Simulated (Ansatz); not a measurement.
**CoSn: how the free axis answers a strain**

CoSn, P6/mmm, a = 5.297 Å, c = 4.230 Å. The structure is a Materials Project entry; whether it is the stable form wasn't checked. Ansatz: PBE, PAW, 420 eV, Γ-centred 12×12×8 mesh on 6 atoms, Gaussian smearing 0.10 eV; no spin polarisation. Series: biaxial strain in the a-b plane, c and atoms relaxed; x is the strain in per cent. y is the change of c in per cent of 4.230 Å.

| x (%) | y (%) |
| --- | --- |
| -6.0 | 3.46 |
| -4.0 | 2.18 |
| -2.0 | 1.04 |
| 0.0 | 0.00 |
| 2.0 | -0.96 |
| 4.0 | ? |
| 6.0 | -2.87 |

Q: Fit y = c1 x + c2 x² to the other rows, say what c1 measures, and predict the missing y.

A: Least squares on the rows shown. y = −0.5228 x + 0.007979 x². With no stress along c, c1 = −2C13/C33 = -0.523. With a term in x³ added, the coefficient of x becomes -0.4979, 5 % less, which shows how far this figure hangs on the form. At x = 4.0 the fit asked for gives -1.96 %. The run gave -1.90 %, so the fit is 0.06 % too low, within twice the rms miss on the fitted rows (0.04 %).

Spin polarisation was left out, and a magnetic state may lie lower.